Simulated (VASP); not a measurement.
A calculation with VASP 6.6.1 of In (ASE script, Cartesian positions):

run.py

```python
from ase.calculators.vasp import Vasp
from ase.dft.bandgap import bandgap
from ase.io import read

atoms = read('In.xyz')
calc = Vasp(
    directory='calc',
    xc='rpbe',
    pp='PBE',
    setups='recommended',
    prec='Accurate',
    encut=520,
    ediff=1e-07,
    ismear=0,
    sigma=0.1,
    lreal=False,
    lasph=True,
    nelm=60,
    algo='Normal',
    isif=2,
    lwave=False,
    lcharg=False,
    kpts=[9, 9, 3],
    gamma=True,
)
atoms.calc = calc

print('energy (eV):', atoms.get_potential_energy())
print('free energy (eV):', atoms.get_potential_energy(force_consistent=True))
print('forces (eV/A):')
print(atoms.get_forces())
print('stress (eV/A^3, Voigt):', atoms.get_stress())
print('Fermi level (eV):', calc.get_fermi_level())
gap, top, bottom = bandgap(calc)
print('band gap (eV):', gap, 'from (spin, k, band)', top, 'to', bottom)
```

File In.xyz:

```xyz
4
Lattice="3.3638438630 0.0000000000 0.0000000000 -1.6819219315 2.9131742397 0.0000000000 0.0000000000 0.0000000000 10.7997083600" Properties=species:S:1:pos:R:3 pbc="T T T"
In     1.6819219317      0.9710580798      8.0997812700
In     0.0000000000      0.0000000000      5.3998541800
In    -0.0000000002      1.9421161599      2.6999270900
In     0.0000000000      0.0000000000      0.0000000000
```

Potentials or basis: VASP PAW PBE potentials, release 64 (In_d).

The run is started by

```bash
$ python run.py
```

This isn't the form of In at room conditions, which is tetragonal.

Write the same calculation in another form: native input, structure from a POSCAR.

As run:

INCAR

```
SYSTEM = In
  PREC = Accurate
  ENCUT = 520
  EDIFF = 1E-6
  ISMEAR = 0
  SIGMA = 0.1
  LREAL = .False.
  LASPH = .True.
  NELM = 60
  ALGO = Normal
  ISIF = 2
  LWAVE = .False.
  LCHARG = .False.
  GGA = RP
  NBANDS = 34
```

File KPOINTS:

```
regular mesh
0
Gamma
  9 9 3
  0 0 0
```

Contents of POSCAR:

```
In
1.0
    3.3638438630      0.0000000000      0.0000000000
   -1.6819219315      2.9131742397      0.0000000000
    0.0000000000      0.0000000000     10.7997083600
In
4
Cartesian
    1.6819219317      0.9710580798      8.0997812700
    0.0000000000      0.0000000000      5.3998541800
   -0.0000000002      1.9421161599      2.6999270900
    0.0000000000      0.0000000000      0.0000000000
```

Potentials or basis: VASP PAW PBE potentials, release 64 (In_d).

Run with:

```sh
$ cat potpaw_PBE.64/In_d/POTCAR > POTCAR
$ mpirun -np 1 vasp_std > vasp.out
```

Both were run:

|  | ASE script, Cartesian positions | native input, structure from a POSCAR |
| --- | --- | --- |
| Pressure | 3.2 GPa | 3.2 GPa |
| Band gap on the k mesh | none (metal or under the smearing width) | none (metal or under the smearing width) |

Keys that steer only the numerical path or the files written may differ.

Caveat: the PAW data sets were made with another functional, which shifts forces and pressure a little.
